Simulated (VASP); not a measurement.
Sn:

```xyz
2
Lattice="0.0000 3.2333 3.2333 3.2333 0.0000 3.2333 3.2333 3.2333 0.0000" Properties=species:S:1:pos:R:3 pbc="T T T"
Sn    4.8582    4.7803    4.7843
Sn    3.1210    3.1758    3.1432
```

This isn't the form of Sn at room conditions, which is tetragonal (white tin).

The cell isn't the ideal one: atoms moved at random, drawn with an rms of 0.15 Å.

| Quantity | Value |
| --- | --- |
| Program | VASP 6.6.1 |
| Task | relaxation of the atoms |
| Functional | r2SCAN |
| Potentials or basis | VASP PAW PBE potentials, release 64 (Sn_d) |
| Cutoff | 520 eV |
| k mesh | 5 × 5 × 5 |
| Occupations | methfessel-paxton, width 0.1 eV |
| Spin | no spin polarisation |

At the start: pressure 2.7 GPa; volume 33.80 Å³/atom.

Problem. Where does the relaxation end?

Solution. Over 5 steps the energy falls by 32.2 meV/atom; space group Fd-3m (No. 227, to 0.05 Å).

The path:
| step | energy change (eV) | largest force (eV/Å) | pressure (GPa) |
| --- | --- | --- | --- |
| 1 | 0.0000 | 1.0787 | 2.66 |
| 2 | -0.0290 | 0.7983 | 2.52 |
| 3 | -0.0643 | 0.0464 | 2.35 |
| 4 | -0.0644 | 0.0284 | 2.35 |
| 5 | -0.0645 | 0.0186 | 2.35 |

Final structure:
```
CELL_PARAMETERS angstrom
0.00000 3.23334 3.23334
3.23334 0.00000 3.23334
3.23334 3.23334 0.00000
ATOMIC_POSITIONS crystal
Sn 0.73633 0.73943 0.74442
Sn 0.48600 0.49003 0.49390
```

Caveat: the PAW data sets were made with another functional, which shifts forces and pressure a little.
